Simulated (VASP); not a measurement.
# Ir (P6_3/mmc) in VASP: notebook

Aim: see how the results for Ir move with the level of theory and the settings. Levels: PBE, r2SCAN. Tasks: relaxation of cell and atoms, single point.

All numbers are computed with VASP 6.6.1; they aren't measurements. Logs are shortened: lines on timing, memory, paths and dates and some standing lists are left out, and cuts for length are marked.

### Step 1. The structure

It takes space group P6_3/mmc (No. 194, hexagonal). Conventional cell: a = 2.715 Å, b = 2.715 Å, c = 4.435 Å, α = 90.00°, β = 90.00°, γ = 120.00°. Ir (site symmetry -6m2) has 12 Ir at 2.72 Å as nearest neighbours.

The cell was built by a generator and needn't be a form met in nature.

### Step 2. Relaxation of cell and atoms, PBE

Contents of INCAR:

```
PREC = Accurate ; ENCUT = 600
EDIFF = 1E-6 ; ISMEAR = 0
SIGMA = 0.05 ; LREAL = False
LASPH = True ; NELM = 100
ALGO = Normal ; ISIF = 3
LWAVE = False ; LCHARG = False
GGA = PE ; IBRION = 2
NSW = 80 ; EDIFFG = -0.03
```

Contents of KPOINTS:

```
regular mesh
0
Gamma
  8 8 4
```

Contents of POSCAR:

```
Ir
1.0
    2.7151030582      0.0000000000      0.0000000000
   -1.3575515291      2.3513482223      0.0000000000
    0.0000000000      0.0000000000      4.4346683284
Ir
2
Direct
    0.3333333333      0.6666666667      0.7500000000
    0.6666666667      0.3333333333      0.2500000000
```

Potentials or basis: VASP PAW PBE potentials, release 64 (Ir).

Command:

```console
> cat potpaw_PBE.64/Ir/POTCAR > POTCAR
> mpirun -np 1 vasp_std > vasp.out
```

OUTCAR:

```text
PREC = Accurate
   ENCUT = 600
   EDIFF = 1E-6
   ISMEAR = 0
   LREAL = False
   LASPH = True
   NELM = 100
   ISIF = 3
   GGA = PE
   IBRION = 2
   NSW = 80
   EDIFFG = -0.03

 ion  position               nearest neighbor table
   1  0.333  0.667  0.750-   2 2.72   2 2.72   2 2.72   2 2.72   2 2.72   2 2.72
   2  0.667  0.333  0.250-   1 2.72   1 2.72   1 2.72   1 2.72   1 2.72   1 2.72

  LATTYP: Found a hexagonal cell.
 ALAT       =     2.7151030582
 C/A-ratio  =     1.6333333333

  Lattice vectors:

 A1 = (   2.7151030582,   0.0000000000,   0.0000000000)
 A2 = (  -1.3575515291,   2.3513482223,   0.0000000000)
 A3 = (   0.0000000000,   0.0000000000,   4.4346683284)

Analysis of symmetry for initial positions (statically):
=====================================================================
 Subroutine PRICEL returns:
 Original cell was already a primitive cell.

 Routine SETGRP: Setting up the symmetry group for a
 hexagonal supercell.

 Subroutine GETGRP returns: Found 24 space group operations
 (whereof 12 operations were pure point group operations)
 out of a pool of 24 trial point group operations.

The static configuration has the point symmetry D_3d.
 The point group associated with its full space group is D_6h.

Analysis of symmetry for dynamics (positions and initial velocities):
=====================================================================
 Subroutine PRICEL returns:
 Original cell was already a primitive cell.

 Routine SETGRP: Setting up the symmetry group for a
 hexagonal supercell.

 Subroutine GETGRP returns: Found 24 space group operations
 (whereof 12 operations were pure point group operations)
 out of a pool of 24 trial point group operations.

The dynamic configuration has the point symmetry D_3d.
 The point group associated with its full space group is D_6h.

 Subroutine INISYM returns: Found 24 space group operations
 (whereof 12 operations are pure point group operations),
 and found     1 'primitive' translations

----------------------------------------------------------------------------------------

                                     Primitive cell

  volume of cell :      28.3116

  direct lattice vectors                    reciprocal lattice vectors
     2.715103058  0.000000000  0.000000000     0.368310145  0.212643961  0.000000000
    -1.357551529  2.351348222  0.000000000     0.000000000  0.425287922  0.000000000
     0.000000000  0.000000000  4.434668328     0.000000000  0.000000000  0.225496007

  length of vectors
     2.715103058  2.715103058  4.434668328     0.425287922  0.425287922  0.225496007

  position of ions in fractional coordinates (direct lattice)
     0.333333333  0.666666667  0.750000000
[... 76 lines left out ...]
   ENCUT  =  600.0 eV  44.10 Ry    6.64 a.u.   5.42  5.42  8.86*2*pi/ulx,y,z
   NELM   =    100;   NELMIN=  2; NELMDL= -5     # of ELM steps
   EDIFF  = 0.1E-05   stopping-criterion for ELM
   LREAL  =      F    real-space projection
   EDIFFG = -.3E-01   stopping-criterion for IOM
   NSW    =     80    number of steps for IOM
   IBRION =      2    ionic relax: 0-MD 1-quasi-New 2-CG
   NFREE  =      1    steps in history (QN), initial steepest desc. (CG)
   ISIF   =      3    stress and relaxation
   ISYM   =      2    0-nonsym 1-usesym 2-fastsym
   POTIM  = 0.5000    time-step for ionic-motion
   TEBEG  =    0.0;   TEEND  =   0.0 temperature during run
   PSTRESS=    0.0 pullay stress
   NELECT =      18.0000    total number of electrons
   NUPDOWN=      -1.0000    fix difference up-down
   EMIN   =  10.00;   EMAX   =-10.00  energy-range for DOS
   EFERMI =   0.00;   METHOD = LEGACY
   ISMEAR =     0;   SIGMA  =   0.05  broadening in eV -4-tet -1-fermi 0-gaus
   EFERMI_NEDOS =   21; number of points for ismear=-14 and -15
   IALGO  =     38    algorithm
   IMIX   =      4    mixing-type and parameters
     AMIX     =   0.40;   BMIX     =  1.00
     AMIX_MAG =   1.60;   BMIX_MAG =  1.00
  volume/ion in A,a.u.               =      14.16        95.53
  Fermi-wavevector in a.u.,A,eV,Ry     =   1.407702  2.660172 26.961660  1.981626
  Thomas-Fermi vector in A             =   2.529935
   LORBIT       =      0    0 simple, 1 ext, 2 COOP (PROOUT), +10 PAW based schemes
   GGA     = PE    functional components
   LHFCALC =     F    Hartree Fock is set to
   AEXX    =    0.0000 exact exchange contribution
   IVDW    =     0    specifies the selected vdW correction
   LEPSILON=     F    determine dielectric tensor
   LRPA    =     F    only Hartree local field effects (RPA)
 conjugate gradient relaxation of ions
 non-spin polarized calculation
 Gauss-broadening in eV      SIGMA  =   0.05
  energy-cutoff  :      600.00
  volume of cell :       28.31
 maximum number of plane-waves:       967
 NGX is ok and might be reduce to    24
   NGX = 11   NGY = 11   NGZ = 17

--------------------------------------- Ionic step        1  -------------------------------------------

 number of electron      18.0000001 magnetization

 Free energy of the ion-electron system (eV)
  ---------------------------------------------------
  ext. energy  EPLUGINS =         0.00000000
  ---------------------------------------------------
  free energy    TOTEN  =       -17.47027135 eV

  energy without entropy =      -17.46195831  energy(sigma->0) =      -17.46611483

 E-fermi :  10.5237     XC(G=0): -13.9831

 val. band max:       10.5236922644   @ k =   0.3750   0.0000   0.2500
 cond. band min:      10.5334394867   @ k =   0.3750   0.0000   0.2500
 fundamental gap:      0.0097472223
 Fermi energy:        10.5236956598

 k-point     1 :       0.0000    0.0000    0.0000
  band No.  band energies     occupation
      1      -0.7179      2.00000
      2       2.3085      2.00000
      3       6.4927      2.00000
      4       6.6734      2.00000
      5       6.6734      2.00000
      6       7.3174      2.00000
      7       7.3174      2.00000
      8       8.1954      2.00000
      9       8.1954      2.00000
     10       9.6187      2.00000
     11      10.8001      0.00000
     12      10.8001      0.00000
     13      17.5057      0.00000
[... 547 lines left out ...]
--------------------------------------- Ionic step        6  -------------------------------------------

 number of electron      17.9999999 magnetization

 Free energy of the ion-electron system (eV)
  ---------------------------------------------------
  ext. energy  EPLUGINS =         0.00000000
  ---------------------------------------------------
  free energy    TOTEN  =       -17.51322725 eV

  energy without entropy =      -17.50913118  energy(sigma->0) =      -17.51117921

 E-fermi :   9.9804     XC(G=0): -13.7915

 val. band max:        9.9714187694   @ k =   0.3750   0.1250   0.0000
 cond. band min:      10.0076003142   @ k =   0.3750   0.0000   0.2500
 fundamental gap:      0.0361815448
 Fermi energy:         9.9803691872

 k-point     1 :       0.0000    0.0000    0.0000
  band No.  band energies     occupation
      1      -0.9242      2.00000
      2       2.1451      2.00000
      3       6.3009      2.00000
      4       6.3009      2.00000
      5       6.3516      2.00000
      6       6.9652      2.00000
      7       6.9652      2.00000
      8       7.5506      2.00000
      9       7.5506      2.00000
     10       9.3882      2.00000
     11      10.2147      0.00000
     12      10.2147      0.00000
     13      16.9709      0.00000
[... 397 lines left out ...]
  FREE ENERGIE OF THE ION-ELECTRON SYSTEM (eV)
  ---------------------------------------------------
  free  energy   TOTEN  =       -17.5132272516 eV

  energy  without entropy=      -17.5091311770  energy(sigma->0) =      -17.51117921

 reached required accuracy - stopping structural energy minimisation
```

OSZICAR:

```text
N       E                     dE             d eps       ncg     rms          rms(c)
DAV:   1     0.161264700590E+03    0.16126E+03   -0.93070E+03   780   0.155E+03
DAV:   2    -0.115318099591E+02   -0.17280E+03   -0.15965E+03   805   0.390E+02
DAV:   3    -0.184013787206E+02   -0.68696E+01   -0.64556E+01   915   0.865E+01
[... 46 lines left out ...]
DAV:   1    -0.175140594064E+02   -0.12917E-02   -0.55772E-02   825   0.208E+00    0.152E-01
DAV:   2    -0.175134271033E+02    0.63230E-03   -0.78485E-04  1003   0.333E-01    0.695E-02
DAV:   3    -0.175132276718E+02    0.19943E-03   -0.29623E-04   897   0.171E-01    0.173E-02
DAV:   4    -0.175132275636E+02    0.10825E-06   -0.21333E-05   870   0.597E-02    0.655E-03
DAV:   5    -0.175132272516E+02    0.31194E-06   -0.49571E-07   428   0.881E-03
   6 F= -.17513227E+02 E0= -.17511179E+02  d E =-.693312E-02
```

Wall time 46 s (1 thread of Intel Xeon Platinum 8259CL at 2.50GHz (Skylake/Cascade Lake), shared host); peak memory 0.16 GiB.

What came out:

```yaml
Free_energy: -17.5132 eV
Relaxed_volume: 14.62 Å³/atom
Relaxed_cell: a = 2.766 Å, b = 2.766 Å, c = 4.411 Å, α = 90.00°, β = 90.00°, γ = 120.00°
Space_group_after_relaxing_to_0.05_Å: P6_3/mmc (No. 194)
Energy_gained_by_relaxing: 21.5 meV/atom
Ionic_steps: 6
Pressure_after_relaxing: -0.3 GPa
Band_gap_on_the_k_mesh: none (metal or under the smearing width)
```

Stress tensor (GPa, compression positive):
```
-0.33  0.00  0.00
 0.00 -0.33  0.00
 0.00  0.00 -0.19
```

The path:
| step | energy change (eV) | largest force (eV/Å) | pressure (GPa) | volume (Å³) |
| --- | --- | --- | --- | --- |
| 1 | 0.0000 | 0.0000 | 11.70 | 28.31 |
| 2 | 0.3219 | 0.0000 | -29.28 | 32.76 |
| 3 | -0.0359 | 0.0000 | -1.27 | 29.32 |
| 4 | -0.0360 | 0.0000 | -0.71 | 29.27 |
| 5 | -0.0425 | 0.0000 | -0.14 | 29.23 |
| 6 | -0.0430 | 0.0000 | -0.28 | 29.24 |

Final structure:
```yaml
crystal:
  lattice:
    - [2.76646, 0.00000, 0.00000]
    - [-1.38323, 2.39582, 0.00000]
    - [0.00000, 0.00000, 4.41127]
  atoms:
    - { symbol: Ir, position: [0.33333, 0.66667, 0.75000] }
    - { symbol: Ir, position: [0.66667, 0.33333, 0.25000] }
```

The run has no spin-orbit coupling, so splittings on Ir are missing.

### Step 3. Single point, r2SCAN

This run uses another cell than the first one, of 14.26 Å³/atom, 1.007 times its volume.

Contents of POSCAR:

```
Ir
1.0
    2.7294192224      0.0000000000      0.0000000000
   -1.3647096112      2.3637463842      0.0000000000
    0.0000000000      0.0000000000      4.4209335862
Ir
2
Direct
    0.3333333333      0.6666666667      0.7500000000
    0.6666666667      0.3333333333      0.2500000000
```

Contents of INCAR.step1:

```
PREC = Accurate ; ENCUT = 520
ISMEAR = 0 ; SIGMA = 0.05
LREAL = F ; LASPH = T
NELM = 100 ; NBANDS = 16
GGA = PE ; ALGO = Normal
EDIFF = 1E-4 ; LWAVE = T
LCHARG = F
```

Contents of INCAR.step2:

```
PREC = Accurate ; ENCUT = 520
EDIFF = 1E-7 ; ISMEAR = 0
SIGMA = 0.05 ; LREAL = F
LASPH = T ; NELM = 100
ALGO = Normal ; ISIF = 2
LWAVE = F ; LCHARG = T
METAGGA = R2SCAN ; LMIXTAU = T
LELF = T ; LVHAR = T
NBANDS = 16 ; ISTART = 1
```

Contents of KPOINTS:

```
regular mesh
0
Gamma
  18 18 10
```

Potentials or basis: VASP PAW PBE potentials, release 64 (Ir).

Command:

```console
> cat potpaw_PBE.64/Ir/POTCAR > POTCAR
> cp INCAR.step1 INCAR
> mpirun -np 1 vasp_std > vasp.out
> cp INCAR.step2 INCAR
> mpirun -np 1 vasp_std > vasp.out
```

OUTCAR:

```text
PREC = Accurate
   ENCUT = 520
   EDIFF = 1E-7
   ISMEAR = 0
   LREAL = F
   LASPH = T
   NELM = 100
   ISIF = 2
   METAGGA = R2SCAN
   ISTART = 1

 ion  position               nearest neighbor table
   1  0.333  0.667  0.750-   2 2.71   2 2.71   2 2.71   2 2.71   2 2.71   2 2.71
   2  0.667  0.333  0.250-   1 2.71   1 2.71   1 2.71   1 2.71   1 2.71   1 2.71

  LATTYP: Found a hexagonal cell.
 ALAT       =     2.7294192224
 C/A-ratio  =     1.6197341727

  Lattice vectors:

 A1 = (   2.7294192224,   0.0000000000,   0.0000000000)
 A2 = (  -1.3647096112,   2.3637463842,   0.0000000000)
 A3 = (   0.0000000000,   0.0000000000,   4.4209335862)

Analysis of symmetry for initial positions (statically):
=====================================================================
 Subroutine PRICEL returns:
 Original cell was already a primitive cell.

 Routine SETGRP: Setting up the symmetry group for a
 hexagonal supercell.

 Subroutine GETGRP returns: Found 24 space group operations
 (whereof 12 operations were pure point group operations)
 out of a pool of 24 trial point group operations.

The static configuration has the point symmetry D_3d.
 The point group associated with its full space group is D_6h.

Analysis of symmetry for dynamics (positions and initial velocities):
=====================================================================
 Subroutine PRICEL returns:
 Original cell was already a primitive cell.

 Routine SETGRP: Setting up the symmetry group for a
 hexagonal supercell.

 Subroutine GETGRP returns: Found 24 space group operations
 (whereof 12 operations were pure point group operations)
 out of a pool of 24 trial point group operations.

The dynamic configuration has the point symmetry D_3d.
 The point group associated with its full space group is D_6h.

 Subroutine INISYM returns: Found 24 space group operations
 (whereof 12 operations are pure point group operations),
[... 108 lines left out ...]
   NUPDOWN=      -1.0000    fix difference up-down
   EMIN   =  10.00;   EMAX   =-10.00  energy-range for DOS
   EFERMI =   0.00;   METHOD = LEGACY
   ISMEAR =     0;   SIGMA  =   0.05  broadening in eV -4-tet -1-fermi 0-gaus
   EFERMI_NEDOS =   21; number of points for ismear=-14 and -15
   IALGO  =     38    algorithm
   IMIX   =      4    mixing-type and parameters
     AMIX     =   0.40;   BMIX     =  1.00
     AMIX_MAG =   1.60;   BMIX_MAG =  1.00
  volume/ion in A,a.u.               =      14.26        96.24
  Fermi-wavevector in a.u.,A,eV,Ry     =   1.404227  2.653604 26.828692  1.971853
  Thomas-Fermi vector in A             =   2.526810
   LORBIT       =      0    0 simple, 1 ext, 2 COOP (PROOUT), +10 PAW based schemes
   METAGGA = R2SCAN    functional components
   LHFCALC =     F    Hartree Fock is set to
   AEXX    =    0.0000 exact exchange contribution
   IVDW    =     0    specifies the selected vdW correction
   LEPSILON=     F    determine dielectric tensor
   LRPA    =     F    only Hartree local field effects (RPA)
 non-spin polarized calculation
 Gauss-broadening in eV      SIGMA  =   0.05
  energy-cutoff  :      520.00
  volume of cell :       28.52
 maximum number of plane-waves:       785
   NGX = 11   NGY = 11   NGZ = 17

 number of electron      18.0000000 magnetization

 Free energy of the ion-electron system (eV)
  ---------------------------------------------------
  ext. energy  EPLUGINS =         0.00000000
  ---------------------------------------------------
  free energy    TOTEN  =      -104.55778414 eV

  energy without entropy =     -104.55541225  energy(sigma->0) =     -104.55659819

 E-fermi :  10.1843     XC(G=0): -15.2805

 val. band max:       10.1762095321   @ k =   0.3889   0.0000   0.0000
 cond. band min:      10.1908525718   @ k =   0.3333   0.3333   0.1000
 fundamental gap:      0.0146430397
 Fermi energy:        10.1842824372

 k-point     1 :       0.0000    0.0000    0.0000
  band No.  band energies     occupation
      1      -1.4078      2.00000
      2       1.7283      2.00000
      3       6.1258      2.00000
      4       6.2163      2.00000
      5       6.2163      2.00000
      6       6.8913      2.00000
[... 433 lines left out ...]
      3       3.1791      2.00000
      4       5.7843      2.00000
      5       6.0119      2.00000
      6       6.4721      2.00000
[... 8 lines left out ...]
     15      21.1839      0.00000
     16      24.1181      0.00000

 [... further k-points ...]
[... 5 lines left out ...]
  --------------------------------------------------------------------------------------
  -------------------------------------------------------------------------------------
  Total        0.4300352      0.4300352      0.4614922     -0.0000000      0.0000000      0.0000000
  in kB       24.1562478     24.1562478     25.9232703     -0.0000000      0.0000000      0.0000000
  external PRESSURE =      24.7452553 kB  Pullay stress =       0.0000000 kB

 VOLUME and BASIS-vectors are now :
 -----------------------------------------------------------------------------
  energy-cutoff  :      520.00
  volume of cell :       28.52
      direct lattice vectors                 reciprocal lattice vectors
     2.729419222  0.000000000  0.000000000     0.366378309  0.211528615  0.000000000
    -1.364709611  2.363746384  0.000000000     0.000000000  0.423057231  0.000000000
     0.000000000  0.000000000  4.420933586     0.000000000  0.000000000  0.226196567

 POSITION                                       TOTAL-FORCE (eV/Angst)
 -----------------------------------------------------------------------------------
     -0.00000      1.57583      3.31570        -0.000000      0.000000      0.000000
      1.36471      0.78792      1.10523         0.000000     -0.000000      0.000000
 -----------------------------------------------------------------------------------
    total drift:                               -0.000000      0.000000     -0.000000

  FREE ENERGIE OF THE ION-ELECTRON SYSTEM (eV)
  ---------------------------------------------------
  free  energy   TOTEN  =      -104.5577841365 eV

  energy  without entropy=     -104.5554122501  energy(sigma->0) =     -104.55659819
```

It took 4.9 min on 1 thread of Intel Xeon Platinum 8259CL at 2.50GHz (Skylake/Cascade Lake), shared host; peak memory 0.21 GiB.

What came out:

```yaml
Free_energy: -104.5578 eV
Pressure: 2.5 GPa
Band_gap_on_the_k_mesh: none (metal or under the smearing width)
```

Levels at points of the mesh, in eV from the Fermi level:
| k point | band 6 | band 7 | band 8 | band 9 | band 10 | band 11 | band 12 | band 13 |
| --- | --- | --- | --- | --- | --- | --- | --- | --- |
| (0.00, 0.00, 0.00) | -3.29 | -3.29 | -2.49 | -2.49 | -0.77 | 0.26 | 0.26 | 7.40 |
| (0.50, 0.00, 0.00) | -3.54 | -3.08 | 0.71 | 0.97 | 1.14 | 3.05 | 4.58 | 8.67 |
| (0.00, 0.00, 0.50) | -4.10 | -4.10 | -4.10 | -0.51 | -0.51 | -0.51 | -0.51 | 14.39 |
| (0.50, 0.00, 0.50) | -2.22 | -0.98 | -0.98 | 0.96 | 0.96 | 2.10 | 2.10 | 8.02 |

Caveat: the PAW data sets were made with another functional, which shifts forces and pressure a little.
